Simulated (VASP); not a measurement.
Crystal: Ga.

```
CELL_PARAMETERS angstrom
1.45000 -4.06500 0.00000
1.45000 4.06500 0.00000
0.00000 0.00000 3.17000
ATOMIC_POSITIONS crystal
Ga 0.86700 0.13300 0.25000
Ga 0.13300 0.86700 0.75000
```

This isn't the form of Ga at room conditions, which is orthorhombic.

Base run:

| Property | Result |
| --- | --- |
| Program | VASP 6.6.1 |
| Functional | PBEsol |
| Potentials or basis | VASP PAW PBE potentials, release 64 (Ga_d) |
| Cutoff | 520 eV |
| k mesh | 12 × 12 × 10 |
| Occupations | fermi-dirac, width 0.08 eV |
| Spin | no spin polarisation |

Its results: band gap on the k mesh none (metal or under the smearing width); pressure -1.9 GPa; largest force 0.193 eV/Å.

Problem. The run is repeated on the same cell with these changes: functional from PBEsol to PBE; further incar settings from ALGO = Fast; EDIFF = 1e-08; NBANDS = 20 to ALGO = Fast; EDIFF = 1e-07; NBANDS = 20. What comes out?

Solution. Band gap on the k mesh none (metal or under the smearing width); pressure 1.7 GPa; largest force 0.197 eV/Å.

Caveats: the PAW data sets were made with another functional, which shifts forces and pressure a little (some runs).
